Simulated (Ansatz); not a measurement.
# CoO: the cost of one run

Program: Ansatz 0.2.0. Level of theory: DFT PBE, scalar-relativistic, plane waves, PAW. These are calculated values, not measurements.

2 further runs of the same task are left out: 2 that didn't finish.

### 1 The starting structure

Symmetry: I4/mmm, No. 139, tetragonal system. Conventional cell: a = 3.016 Å, b = 3.016 Å, c = 4.215 Å, α = 90.00°, β = 90.00°, γ = 90.00°. Co (site symmetry 4/mmm) is surrounded by 6 O at 2.11 to 2.13 Å. O (site symmetry 4/mmm) is surrounded by 6 Co at 2.11 to 2.13 Å.

As a file:

```
CELL_PARAMETERS angstrom
-1.50800 1.50800 2.10725
1.50800 -1.50800 2.10725
1.50800 1.50800 -2.10725
ATOMIC_POSITIONS crystal
Co 0.00000 0.00000 0.00000
O 0.50000 0.50000 0.00000
```

The cell is the deposited one, not relaxed. An earlier run on this cell at PBE gave 0.10 GPa at 9.584 Å³/atom (16×16×16 mesh), metallic, moments in the atoms' spheres Co 2.50; O 0.33 μB.

### 2 Flat spin spiral, q = 0 Γ

Input file input.yaml:

```yaml
crystal:
  lattice:
    - [-1.5080004431, 1.5080004431, 2.1072503604]
    - [1.5080004431, -1.5080004431, 2.1072503604]
    - [1.5080004431, 1.5080004431, -2.1072503604]
  atoms:
    - { symbol: Co, position: [0.0, 0.0, 0.0], spin: 2.75, spin_axis: [1.0, 0.0, 0.0] }
    - { symbol: O, position: [0.5, 0.5, 0.0] }
basis:
  ecutwfc: 420
  ecutrho_ratio: 4
kpoints:
  mp_grid: { grid: [16, 16, 16] }
hamiltonian:
  xc: pbe
scf:
  occupations: { method: gaussian, width: 0.05 }
output:
  forces: true
  stress: false
  eigenvalues: true
  populations: true
magnetization:
  noncollinear: true
  spin_orbit: false
  spin_spiral: { q: [0, 0, 0] }
```

Started as:

```bash
$ ansatz run input.yaml --threads 4 --pin off --max-ram 9216MiB --backend cpu --events-out ev --progress --plain --runs-dir out
```

**Question.** How long does this run take on 4 threads of Arm Neoverse V2, shared host, and how much memory does it need?

About 32 s, with a peak of 0.68 GiB.
